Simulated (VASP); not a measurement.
Input of a VASP 6.6.1 run:

INCAR

```
SYSTEM = Ti3Al2
PREC = Normal
ENCUT = 520
EDIFF = 1E-4
ISMEAR = 0
SIGMA = 0.15
LREAL = .FALSE.
LASPH = .TRUE.
NELM = 60
ALGO = Fast
ISIF = 3
LWAVE = .FALSE.
LCHARG = .FALSE.
GGA = PE
IBRION = 2
NSW = 24
EDIFFG = -0.08
```

KPOINTS

```
regular mesh
0
G
  8 8 8
  0 0 0
```

Contents of POSCAR:

```
Ti3Al2
1.0
   -1.4150000000      1.4150000000     10.1500000000
    1.4150000000     -1.4150000000     10.1500000000
    1.4150000000      1.4150000000    -10.1500000000
Ti Al
3 2
Direct
    0.8000000000      0.8000000000      0.0000000000
    0.0000000000      0.0000000000      0.0000000000
    0.2000000000      0.2000000000      0.0000000000
    0.4000000000      0.4000000000      0.0000000000
    0.6000000000      0.6000000000      0.0000000000
```

Potentials or basis: VASP PAW PBE potentials, release 64 (Ti_sv, Al).

Run with:

```bash
$ cat potpaw_PBE.64/Ti_sv/POTCAR potpaw_PBE.64/Al/POTCAR > POTCAR
$ mpirun -np 1 vasp_std > vasp.out
```

What does it give for the space group after relaxing (to 0.05 Å)?

I4/mmm (No. 139).

Estimate the band gap on the k mesh.

none (metal or under the smearing width).

Forces in eV/Å, atoms in the order of the input:
```
Ti   0.000  0.000  0.011
Ti   0.000  0.000  0.000
Ti   0.000  0.000 -0.011
Al   0.000  0.000  0.068
Al   0.000  0.000 -0.068
```

Caveat: the k mesh is coarse (spacing up to 0.39 Å⁻¹), so the values aren't converged; the relaxation stopped at a loose force limit of 0.08 eV/Å, so its end isn't a converged minimum.
